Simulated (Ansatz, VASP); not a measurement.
# V: VASP beside Ansatz

```
CELL_PARAMETERS angstrom
-1.44859 1.44859 1.44859
1.44859 -1.44859 1.44859
1.44859 1.44859 -1.44859
ATOMIC_POSITIONS crystal
V 0.00000 0.00000 0.00000
```

Alike in both runs: task single point; functional LDA; k mesh 20 × 20 × 20; occupations gaussian, width 0.1 eV; no spin polarisation.

|  | VASP | Ansatz |
| --- | --- | --- |
| version | VASP 6.6.1 | Ansatz 0.2.0 |
| potentials or method | VASP PAW LDA potentials, release 64 (V_sv) | scalar-relativistic, plane waves, PAW |
| plane-wave cutoff (eV) | 520 | 420 |
| valence electrons in the cell | 13 | 13 |

VASP gave:

```
gap on the k mesh at the Fermi level (eV) : none
pressure (GPa)                            : 7.2
```

**Question.** Which values does Ansatz return?

**Answer.** gap on the k mesh at the Fermi level (eV): none; pressure (GPa): 6.7.

A gap of «none» marks a metal or a gap that the smearing closes. Ansatz warned: «pseudo_functional_mismatch».
